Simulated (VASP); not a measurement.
A run of VASP 6.6.1:

File INCAR:

```
PREC = Accurate
ENCUT = 520
EDIFF = 1E-7
ISMEAR = -1
SIGMA = 0.05
LREAL = False
LASPH = True
NELM = 100
ALGO = Normal
ISIF = 2
LWAVE = False
LCHARG = True
GGA = PE
LELF = True
LVHAR = True
NBANDS = 13
```

Contents of KPOINTS:

```
Automatic mesh
0
Gamma
  9 9 9
```

The input POSCAR:

```
Pb
1.0
   -1.9796595667      1.9796595667      1.9796595667
    1.9796595667     -1.9796595667      1.9796595667
    1.9796595667      1.9796595667     -1.9796595667
Pb
1
Direct
    0.0000000000      0.0000000000      0.0000000000
```

Potentials or basis: VASP PAW PBE potentials, release 64 (Pb_d).

The run is started by

```sh
$ cat potpaw_PBE.64/Pb_d/POTCAR > POTCAR
$ mpirun -np 1 vasp_std > vasp.out
```

Hardware: 1 thread of Intel(R) Xeon(R) Platinum 8559C (Emerald Rapids), on a shared host.

Task: How long does it take, and how much memory?

Result: It took 7.1 s on 1 thread of Intel(R) Xeon(R) Platinum 8559C (Emerald Rapids), with other jobs on the host, peak memory 0.16 GiB. Counts: scf iterations 11, k points 35.
